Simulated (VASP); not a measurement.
A calculation with VASP 6.6.1 of ZrB2 (native input, structure from a POSCAR):

INCAR

```
PREC = Accurate
ENCUT = 520
EDIFF = 1E-6
ISMEAR = 0
SIGMA = 0.02
LREAL = False
LASPH = True
NELM = 100
ALGO = Fast
ISIF = 2
LWAVE = False
LCHARG = False
GGA = PS
```

File KPOINTS:

```
regular mesh
0
Gamma
  10 10 8
```

Contents of POSCAR:

```
ZrB2
3.17
    1.000000000000      0.000000000000      0.000000000000
   -0.500000000000      0.866025403785      0.000000000000
    0.000000000000      0.000000000000      1.114511041009
Zr B
1 2
Direct
    0.0000000000      0.0000000000      0.0000000000
    0.6666666667      0.3333333333      0.5000000000
    0.3333333333      0.6666666667      0.5000000000
```

Potentials or basis: VASP PAW PBE potentials, release 64 (Zr_sv, B).

Command:

```console
$ cat potpaw_PBE.64/Zr_sv/POTCAR potpaw_PBE.64/B/POTCAR > POTCAR
$ mpirun -np 1 vasp_std > vasp.out
```

Question: Write the same calculation in another form: ASE script, structure from a POSCAR.

Answer: As run:

File run.py:

```python
from ase.calculators.vasp import Vasp
from ase.dft.bandgap import bandgap
from ase.io import read

atoms = read('POSCAR')
calc = Vasp(
    directory='calc',
    xc='pbesol',
    pp='PBE',
    setups='recommended',
    prec='Accurate',
    encut=520,
    ediff=1e-06,
    ismear=0,
    sigma=0.02,
    lreal=False,
    lasph=True,
    nelm=60,
    algo='Fast',
    isif=2,
    lwave=False,
    lcharg=False,
    kpts=[10, 10, 8],
    gamma=True,
)
atoms.calc = calc

print('energy (eV):', atoms.get_potential_energy())
print('free energy (eV):', atoms.get_potential_energy(force_consistent=True))
print('forces (eV/A):')
print(atoms.get_forces())
print('stress (eV/A^3, Voigt):', atoms.get_stress())
print('Fermi level (eV):', calc.get_fermi_level())
gap, top, bottom = bandgap(calc)
print('band gap (eV):', gap, 'from (spin, k, band)', top, 'to', bottom)
```

Contents of POSCAR:

```
ZrB2
1.0
    3.1700000000      0.0000000000      0.0000000000
   -1.5850000000      2.7453005300      0.0000000000
    0.0000000000      0.0000000000      3.5330000000
Zr B
1 2
Direct
    0.0000000000      0.0000000000      0.0000000000
    0.6666666667      0.3333333333      0.5000000000
    0.3333333333      0.6666666667      0.5000000000
```

Potentials or basis: VASP PAW PBE potentials, release 64 (Zr_sv, B).

Launch:

```console
$ python run.py
```

Both were run:

|  | native input, structure from a POSCAR | ASE script, structure from a POSCAR |
| --- | --- | --- |
| Pressure | -3.8 GPa | -3.8 GPa |
| Band gap on the k mesh | none (metal or under the smearing width) | none (metal or under the smearing width) |

Keys that steer only the numerical path or the files written may differ.

Caveat: the PAW data sets were made with another functional, which shifts forces and pressure a little.
